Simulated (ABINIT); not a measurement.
The system is O.

```xyz
2
Lattice="2.8514 -1.6624 0.0000 2.8514 1.6624 0.0000 -2.3945 0.0000 3.6471" Properties=species:S:1:pos:R:3 pbc="T T T"
O     3.5357    0.0000    3.0797
O    -0.2274    0.0000    0.5674
```

Base run:

| Item | Value |
| --- | --- |
| Program | ABINIT 10.8.3 (patched build) |
| Functional | PBEsol |
| Potentials or basis | PseudoDojo NC SR PBEsol v0.4.1 standard |
| Cutoff | 1143 eV |
| k mesh | 8 × 8 × 5 |
| Occupations | fermi-dirac, width 0.05 eV |
| Spin | no spin polarisation |

Its results: band gap on the k mesh none (metal or under the smearing width); pressure -4.0 GPa; largest force 0.984 eV/Å.

**Question.** The run is repeated on the same cell with these changes: cutoff from 1143 eV to 980 eV. What comes out?

**Answer.** Band gap on the k mesh none (metal or under the smearing width); pressure -5.0 GPa; largest force 0.983 eV/Å.

Caveats: spin is off for a triplet molecule; the cutoff is short for stress, so the pressure is rough (some runs).
